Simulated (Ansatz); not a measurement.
## HgTe: pressure and formation energy against volume per atom

Results calculated with Ansatz 0.2.0, not measured. Plane-wave density functional theory, PAW datasets, Gaussian smearing 0.05 eV: one cell in which all forces lie under 0.002 eV/angstrom; stress (xx yy zz yz xz xy) and pressure positive in compression; site moments are of spin alone; formation energy from the elements run alike, uncorrected.

Cell of the first row (space group F-43m, No. 216):
```
HgTe
1.0
      0.0000     3.2342     3.2342
      3.2342     0.0000     3.2342
      3.2342     3.2342     0.0000
Hg Te
1 1
Direct
  0.00000 0.00000 0.00000
  0.25000 0.25000 0.25000
```

Settings of every row: paw set soft_2; functional PBE; spin treatment none; moment partition spheres; spin axis none; wave cutoff 420 eV; k mesh 10x10x10; SCF start atoms; lower state search light; symmetry use detected.

Atom first moment, atom hubbard u: 0 on all atoms.

Limits: formation energy without spin-orbit coupling on heavy elements.

| row | volume per atom (Å³) | pressure (GPa) | formation energy (eV per atom) | energy above relaxed cell (meV per atom) |
| --- | --- | --- | --- | --- |
| 1 | 33.83 | 3.541 | -0.1441 | 29.85 |
| 2 | 34.629 | 2.401 | -0.1588 | 15.1 |
| 3 | 34.714 | 2.289 | -0.1601 | 13.86 |
| 4 | 35.265 | 1.597 | -0.1667 | 7.19 |
| 5 | 35.999 | 0.769 | -0.1721 | 1.81 |
| 6 | 36.734 | 0.036 | -0.1739 | 0 |
| 7 | 37.469 | -0.611 | -0.1726 | 1.35 |
| 8 | 38.203 | ? | ? | ? |
| 9 | 39.305 | -1.915 | -0.1577 | 16.21 |
| 10 | 40.407 | -2.521 | -0.1424 | 31.54 |

Question: what pressure and formation energy should row 8 give?

Worked fit of pressure. Take u = (V_r/V)^(2/3) − 1 with V_r = 35.999 Å³ an atom, which is twice the finite (Eulerian) strain; such expansions in the strain, on which the Birch-Murnaghan equation of state is built, carry the rest volume and the bulk modulus. The shown rows have u = 0.0423, 0.0262, 0.02453, 0.01383, 0, -0.01338, -0.02633, -0.05689, -0.07412. Least squares give pressure = 0.769 + 57.232 × u + 187.93 × u² + 197.4 × u³ GPa; a parabola predicts inner rows, each left out in turn, worse (root mean square 0.0083 against 0.00027 GPa). All shown rows lie on it to the printed digit. The pressure vanishes at u = -0.0141, or V = 36.77 Å³ an atom, and there the bulk modulus at fixed shape and fractions is B = −V dP/dV = (2/3)(1 + u) dP/du = 34.2 GPa. The withheld row has u = -0.03884, so the fit gives 0.769 + 57.232 × (-0.03884) + 187.93 × (-0.03884)² + 197.4 × (-0.03884)³ = -1.182 GPa.

The calculation gave -1.182 GPa. The fit meets it to the printed digit.

Worked fit of formation energy. Take u = (V_r/V)^(2/3) − 1 with V_r = 35.999 Å³ an atom, which is twice the finite (Eulerian) strain; such expansions in the strain, on which the Birch-Murnaghan equation of state is built, carry the rest volume and the bulk modulus. The shown rows have u = 0.0423, 0.0262, 0.02453, 0.01383, 0, -0.01338, -0.02633, -0.05689, -0.07412. Least squares give formation energy = −0.1721 + 0.2591 × u + 9.297 × u² + 5.31 × u³ eV per atom; a parabola predicts inner rows, each left out in turn, worse (root mean square 0.00023 against 3.7e-05 eV per atom). All shown rows lie on it to the printed digit. The withheld row has u = -0.03884, so the fit gives −0.1721 + 0.2591 × (-0.03884) + 9.297 × (-0.03884)² + 5.31 × (-0.03884)³ = -0.1684 eV per atom.

The calculation gave -0.1684 eV per atom. The fit meets it to the printed digit.

The other values of row 8: energy above relaxed cell 5.48 meV per atom.
